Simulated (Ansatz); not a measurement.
KI, space group Pm-3m, cell relaxations under several functionals

Computed with the Python package of Ansatz (0.2.0).

Typed at the interpreter:
```pycon
>>> from dataclasses import dataclass
>>> import warnings
>>> import ansatz as az
>>> import numpy as np
>>> @dataclass(frozen=True)
... class RunConfig:
...     mesh: tuple[int, ...] = (4, 4, 4)
...     smearing: str = "fixed"
...
>>> settings = RunConfig()
>>> def edges_and_angles(cell):
...     cell = np.asarray(cell)
...     a, b, c = np.linalg.norm(cell, axis=1)
...     cosines = cell[1] @ cell[2] / (b * c), cell[0] @ cell[2] / (a * c), cell[0] @ cell[1] / (a * b)
...     return (a, b, c, *np.degrees(np.arccos(cosines)))
...
>>> warnings.simplefilter("ignore", az.DeckWarning)
>>> vectors = np.array([
...     [4.291197, 0.0, 0.0],
...     [0.0, 4.291197, 0.0],
...     [0.0, 0.0, 4.291197],
... ])
>>> crystal = (
...     az.Lattice.of(vectors)
...     .atom("K", [0.0, 0.0, 0.0])
...     .atom("I", [0.5, 0.5, 0.5])
... )
>>> crystal.resolved().tree()["lattice"]
((4.291197, 0.0, 0.0), (0.0, 4.291197, 0.0), (0.0, 0.0, 4.291197))
>>> base = (
...     crystal.calculation()
...     .kpoints(mesh=settings.mesh)
...     .occupations(settings.smearing)
...     .relax(cell=True, max_steps=60)
... )
>>> levels = [("pbesol", "d3bj"), ("pbesol", "none"), ("blyp", "d3bj")]
>>> print("level            a       b       c    alpha   beta  gamma  V/atom  steps")
level            a       b       c    alpha   beta  gamma  V/atom  steps
>>> for name, dispersion in levels:
...     seen = []
...     run = base.functional(name, dispersion=dispersion).session().plan()
...     done = run.execute(on_event=lambda e: seen.append(e) if e["event"] == "relax_step" else None)
...     cell = done.lattice.cell_ang
...     label = name if dispersion == "none" else f"{name}+{dispersion}"
...     print("{:13s} {:7.4f} {:7.4f} {:7.4f} {:6.2f} {:6.2f} {:6.2f}".format(label, *edges_and_angles(cell)), f"{abs(np.linalg.det(cell)) / len(done.lattice.sites):7.3f} {len(seen):5d}")
...
pbesol+d3bj    4.1259  4.1259  4.1259  90.00  90.00  90.00  35.117     6
pbesol         4.2324  4.2324  4.2324  90.00  90.00  90.00  37.908     4
blyp+d3bj      4.2056  4.2056  4.2056  90.00  90.00  90.00  37.191     5
```

From smallest to largest: PBEsol+D3BJ (35.12 Å³ an atom, -11.1 % against the start), BLYP+D3BJ (37.19 Å³ an atom, -5.9 % against the start) and PBEsol (37.91 Å³ an atom, -4.1 % against the start). The spread is 7.9 % in volume.

Caveats:
- Forces vanish by symmetry, so the ions can't move, and the end may be a saddle.
- The structure comes from a database of computed cells and needn't be a stable or known phase.
- Finished in 14 s on 1 thread of Arm Neoverse V1 (shared host), peak memory 0.4 GiB.

(Lines on the test bed's own set-up are left out of the output.)
